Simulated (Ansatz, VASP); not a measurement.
# MgF2 (Sellaite): VASP beside Ansatz

```
Mg F
1.0
     4.69760    0.00000    0.00000
     0.00000    4.69760    0.00000
     0.00000    0.00000    3.09307
Mg F
2 4
Cartesian
  0.0000 0.0000 0.0000
  2.3488 2.3488 1.5465
  1.4260 1.4260 0.0000
  0.9228 3.7748 1.5465
  3.2716 3.2716 0.0000
  3.7748 0.9228 1.5465
```

Alike in both runs: functional PBE; k mesh 6 × 6 × 8; occupations gaussian, width 0.02 eV; no spin polarisation.

Ansatz relaxed the structure, and its values are those at the end. VASP's run is a single point on that final structure, the one shown.

|  | VASP | Ansatz |
| --- | --- | --- |
| version | VASP 6.6.1 | Ansatz 0.2.0 |
| potentials or method | VASP PAW PBE potentials, release 64 (Mg, F) | scalar-relativistic, plane waves, PAW |
| plane-wave cutoff (eV) | 520 | 420 |
| valence electrons in the cell | 32 | 48 |

|  | VASP | Ansatz | Ansatz less VASP |
| --- | --- | --- | --- |
| gap on the k mesh at the Fermi level (eV) | 6.79 | 6.84 | +0.041 |
| least direct gap on the mesh (eV) | 6.79 | 6.84 | +0.041 |
| pressure (GPa) | -0.8 | 0.0 | +0.82 |

The two sets of potentials don't hold the same shells in valence.

A k mesh can miss the band edges. A hybrid or GW would open this gap; PBE tends to underestimate it.
